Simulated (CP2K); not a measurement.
Runs of CP2K 2026.2 on Ti2O. Symmetry: P-3m1, No. 164, trigonal system. Conventional cell: a = 2.919 Å, b = 2.919 Å, c = 4.713 Å, α = 90.00°, β = 90.00°, γ = 120.00°. Ti (site symmetry 3m) has 3 O at 2.14 Å as nearest neighbours. Around O (site symmetry -3m) lie 6 Ti at 2.14 Å. 

```csv
task,level,potentials or basis,cell,k mesh,smearing,EPS_DEFAULT,k points reduced by the point group,NGRIDS,points a segment of the path (NPOINTS),bands added on the path,gap on the mesh (eV),pressure (GPa),largest force (eV/Å)
band structure,LDA,"GTH_POTENTIALS Ti GTH-PADE-q12, O GTH-PADE-q6; TZVP-MOLOPT-PBE-GTH basis",as given,10 × 10 × 6,fermi-dirac 0.05 eV,1.0E-9,yes,4,10,2,none,(c),(a)
relaxation of cell and atoms,LDA,"GTH_POTENTIALS Ti GTH-PADE-q12, O GTH-PADE-q6; TZVP-MOLOPT-PBE-GTH basis",relaxed,8 × 8 × 5,fermi-dirac 0.05 eV,1.0E-9,-,5,-,-,none,0.0,0.01
band structure,r2SCAN,"POTENTIAL_UZH Ti GTH-SCAN-q12, O GTH-SCAN-q6; TZVP-MOLOPT-SCAN-GTH basis",as given,10 × 10 × 6,fermi-dirac 0.05 eV,1.0E-9,yes,4,6,4,none,10.2,1.02
band structure,SCAN,"POTENTIAL_UZH Ti GTH-SCAN-q12, O GTH-SCAN-q6; TZVP-MOLOPT-SCAN-GTH basis",as given,10 × 10 × 6,fermi-dirac 0.0259 eV,1.0E-10,yes,4,6,4,none,8.8,(b)
band structure,TASK,"POTENTIAL_UZH Ti GTH-SCAN-q12, O GTH-SCAN-q6; TZVP-MOLOPT-SCAN-GTH basis",as given,10 × 10 × 6,fermi-dirac 0.1 eV,1.0E-9,yes,4,6,6,none,20.7,0.39
```

Alike in all rows: no spin polarisation.

Task: Estimate the missing entries.

Result: (a) 1.46; (b) 1.11; (c) -1.1.

Caveats: the basis of atomic orbitals isn't converged, which shifts pressures, moduli and gaps; semilocal functionals often make such compounds metallic where correlation or magnetic order opens a gap, which also shifts bond lengths; forces of over 1 eV/Å show positions far from the minimum, so gaps and moduli don't describe the material at rest (some runs); so large a pressure means that the cell lies far from this level's equilibrium, or that cutoff or potentials fall short (some runs); the potentials were made for another functional, which shifts forces and pressure (some runs).

A k mesh can miss the band edges.

A gap of «none» marks a metal or a gap under the smearing width.

Not every run made on this cell is shown here.
